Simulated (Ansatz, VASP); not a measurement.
**Zn: VASP beside Ansatz**

The input INCAR:

```
SYSTEM = Zn
  PREC = Accurate
  ENCUT = 600
  EDIFF = 1E-6
  ISMEAR = -1
  SIGMA = 0.05
  LREAL = .FALSE.
  LASPH = .TRUE.
  NELM = 60
  ALGO = Normal
  ISIF = 3
  LWAVE = .FALSE.
  LCHARG = .FALSE.
  GGA = PS
  IBRION = 2
  NSW = 80
  EDIFFG = -0.005
```

File KPOINTS:

```
regular mesh
0
G
  12 12 12
  0 0 0
```

File POSCAR:

```
Zn
1.0
   -1.5690370000      1.5690370000      1.5690370000
    1.5690370000     -1.5690370000      1.5690370000
    1.5690370000      1.5690370000     -1.5690370000
Zn
1
Direct
    0.0000000000      0.0000000000      0.0000000000
```

Contents of input.yaml:

```yaml
crystal:
  lattice:
    - [-1.569037, 1.569037, 1.569037]
    - [1.569037, -1.569037, 1.569037]
    - [1.569037, 1.569037, -1.569037]
  atoms:
    - { symbol: Zn, position: [0.0, 0.0, 0.0] }
kpoints:
  mp_grid: { grid: [12, 12, 12] }
scf:
  occupations: { method: fermi_dirac, width: 0.05 }
hamiltonian:
  xc: pbesol
  pseudopotentials: { kind: all_electron, lapw: { basis_error: 0.001 } }
output:
  forces: true
  stress: true
relax:
  f_tol: 0.005
  max_steps: 60
  cell: {}
```

Alike in both runs: task relaxation of cell and atoms; functional PBEsol; k mesh 12 × 12 × 12; occupations fermi-dirac, width 0.05 eV; no spin polarisation.

```csv
,VASP,Ansatz
version,VASP 6.6.1,Ansatz 0.2.0
potentials or method,"VASP PAW PBE potentials, release 64 (Zn)","all-electron LAPW, scalar-relativistic"
plane-wave cutoff (eV),600,see its input
```

Ansatz gave:

```
relaxed volume (Å³/atom)                                     : 14.27
relaxed cell length with the largest relative difference (Å) : 2.646
energy change over the relaxation (meV/atom)                 : -21
```

Which values does VASP return?

Relaxed volume (Å³/atom): 14.31; relaxed cell length with the largest relative difference (Å): 2.649; energy change over the relaxation (meV/atom): -19.

Ansatz ran all-electron here, so the differences hold the error of VASP's frozen core and of both bases.

Caveats: the PAW data sets were made with another functional, which shifts forces and pressure a little (VASP).
